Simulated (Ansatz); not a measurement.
**PtSe2: Pt interstitial**

A defect calculation: Pt interstitial in PtSe2, supercell of 27 sites, in the charges +2, +1, 0.

Program: Ansatz 0.2.0. Level of theory: DFT PBE, scalar-relativistic, plane waves, PAW. These are calculated values, not measurements.

3 further runs of the same task are left out: 3 set aside as unsound or not needed.

## Step 1: The starting structure

The structure is trigonal, space group P-3m1 (No. 164). Conventional cell: a = 3.752 Å, b = 3.752 Å, c = 6.501 Å, α = 90.00°, β = 90.00°, γ = 120.00°. Pt (site symmetry -3m) is surrounded by 6 Se at 2.53 Å. Around Se (site symmetry 3m) lie 3 Pt at 2.53 Å.

Structure file:

```
CELL_PARAMETERS angstrom
3.75156 0.00000 0.00000
-1.87578 3.24895 0.00000
0.00000 0.00000 6.50133
ATOMIC_POSITIONS crystal
Pt 0.00000 0.00000 0.00000
Se 0.66667 0.33333 0.79903
Se 0.33333 0.66667 0.20097
```

It goes back to an entry of the Materials Project.

It is the result of an earlier relaxation at this level (volume 26.41 Å³/atom; gap on the mesh: 0.88 eV).

The host's static dielectric tensor, from an earlier linear-response run, has a mean of 13.53.

The perfect supercell (rows -2 -1 1; 1 -1 1; 1 2 1 in vectors of this cell) comes from an earlier run at this level (27 atoms, E(σ→0) -211161.4262 eV, gap 1.43 eV on its own mesh).

## Step 2: Making the defect

The extra atom is put at (0.167, 0.167, 0.167) of the supercell, the middle of a void of radius 2.91 Å. A small random displacement (spread 0.06 Å) lets the symmetry of the site break. Its neighbours are 6 Se at 2.91 Å, 2 Pt at 3.25 Å.

## Step 3: Relaxing the defect, charge 0

File input.yaml:

```yaml
crystal:
  lattice:
    - [-5.6273392766, -3.2489458462, 6.5013337589]
    - [5.6273392766, -3.2489458462, 6.5013337589]
    - [0.0, 6.4978916924, 6.5013337589]
  atoms:
    - { symbol: Pt, position: [0.6666666667, 0.3333333333, 0.0] }
    - { symbol: Pt, position: [0.6666666667, 0.0, 0.3333333333] }
    - { symbol: Pt, position: [0.3333333333, 0.6666666667, 0.0] }
    - { symbol: Pt, position: [0.9926369486, 1.0077169784, 0.0007894437] }
    - { symbol: Pt, position: [0.3278368815, 0.328790765, 0.3292245616] }
    - { symbol: Pt, position: [0.6666666667, 0.6666666667, 0.6666666667] }
    - { symbol: Pt, position: [0.3333333333, 0.0, 0.6666666667] }
    - { symbol: Pt, position: [1.0, 0.6666666667, 0.3333333333] }
    - { symbol: Pt, position: [1.0, 0.3333333333, 0.6666666667] }
    - { symbol: Se, position: [0.7107880402, 0.7107880402, 0.3774547068] }
    - { symbol: Se, position: [0.7107880402, 0.3774547068, 0.7107880402] }
    - { symbol: Se, position: [0.380890167, 0.0413541769, 0.3717080674] }
    - { symbol: Se, position: [0.0563612281, 0.3721569894, 0.3675670814] }
    - { symbol: Se, position: [0.3774547068, 0.7107880402, 0.7107880402] }
    - { symbol: Se, position: [0.7107880402, 0.0441213735, 0.0441213735] }
    - { symbol: Se, position: [0.3706949225, 0.3790697653, 0.0403358056] }
    - { symbol: Se, position: [0.0441213735, 0.0441213735, 0.7107880402] }
    - { symbol: Se, position: [0.0441213735, 0.7107880402, 0.0441213735] }
    - { symbol: Se, position: [0.6225452932, 0.2892119598, 0.2892119598] }
    - { symbol: Se, position: [0.6225452932, 0.9558786265, 0.6225452932] }
    - { symbol: Se, position: [0.2892119598, 0.6225452932, 0.2892119598] }
    - { symbol: Se, position: [0.9551291316, 0.9615792335, 0.2908852926] }
    - { symbol: Se, position: [0.2892119598, 0.2892119598, 0.6225452932] }
    - { symbol: Se, position: [0.6225452932, 0.6225452932, 0.9558786265] }
    - { symbol: Se, position: [0.2857173139, 0.9568380944, 0.9583899631] }
    - { symbol: Se, position: [0.9558786265, 0.6225452932, 0.6225452932] }
    - { symbol: Se, position: [0.9671773659, 0.2967044034, 0.9491772453] }
    - { symbol: Pt, position: [0.1637097677, 0.1638683198, 0.1707966107] }
  host:
    lattice:
      - [3.7515595178, 0.0, 0.0]
      - [-1.8757797589, 3.2489458462, 0.0]
      - [0.0, 0.0, 6.5013337589]
    atoms:
      - { symbol: Pt, position: [0.0, 0.0, 0.0] }
      - { symbol: Se, position: [0.6666666667, 0.3333333333, 0.7990307871] }
      - { symbol: Se, position: [0.3333333333, 0.6666666667, 0.2009692129] }
basis:
  ecutwfc: 420
  xc_grid: 2
kpoints:
  mp_grid: { grid: [2, 2, 2], shift: [0.5, 0.5, 0.5] }
hamiltonian:
  xc: pbe
scf:
  occupations: { method: gaussian, width: 0.01 }
output:
  forces: true
  stress: false
  eigenvalues: true
  charged_corrections:
    defect_position: [0.16666667, 0.16666667, 0.16666667]
    epsilon: [[17.6831, 0.0, 0.0], [0.0, 17.6831, 0.0], [0.0, 0.0, 5.238]]
  write_density: true
  write_potential: true
  elf: true
  volumetric_format: npy
relax:
  adjacent_minimum: "off"
  f_tol: 0.025
  max_steps: 45
```

Run with:

```bash
ansatz run input.yaml --threads 4 --pin off --max-ram 10240MiB --backend cpu --events-out ev --progress --plain --runs-dir out
```

Further runs follow: relaxing the defect, charge +1; charge state +2.

**Question.** What will these runs give? Wanted: formation energy, neutral; nearest atoms after relaxation, one image of each, neutral.

**Answer**, as computed:

```
                                                  quantity                                                                           value
                                 formation energy, neutral                                                                         1.14 eV
nearest atoms after relaxation, one image of each, neutral  1 Se at 2.35 Å, 1 Se at 2.43 Å, 1 Se at 2.44 Å, 1 Pt at 2.93 Å, 1 Se at 3.60 Å
                       level (+2/+1) above the valence top                                                      -0.43 eV (outside the gap)
                        level (+1/0) above the valence top                                                      -0.06 eV (outside the gap)
```

**Reading.** The neutral defect costs 1.14 eV against the elements. Spin polarisation was off in the neutral run, so a moment could not show there. Spin was allowed in some charges only (not in +2, 0): their moments are zero by construction, and levels between the two kinds of run can be off. Among the charges computed the stable one is 0 at the valence top and stays so across the gap of 0.82 eV. In charges +2 and +1 the extra carrier would gain by moving to a band edge of the host at this level and cell size; a small cell and a semilocal functional both favour that, so a real bound level isn't ruled out. Levels are placed in the host's Kohn-Sham gap, which is usually too small at this level and squeezes them. With 27 host sites the defect feels its images, so energies are good to tenths of an eV at best. Other minima may exist. Some runs ended without the moments they were started with. Spin-orbit coupling is left out, which matters for the bands of Pt.

A log calls its force constants unconverged on the k mesh, so modes and the static dielectric constant formed from them are rough.
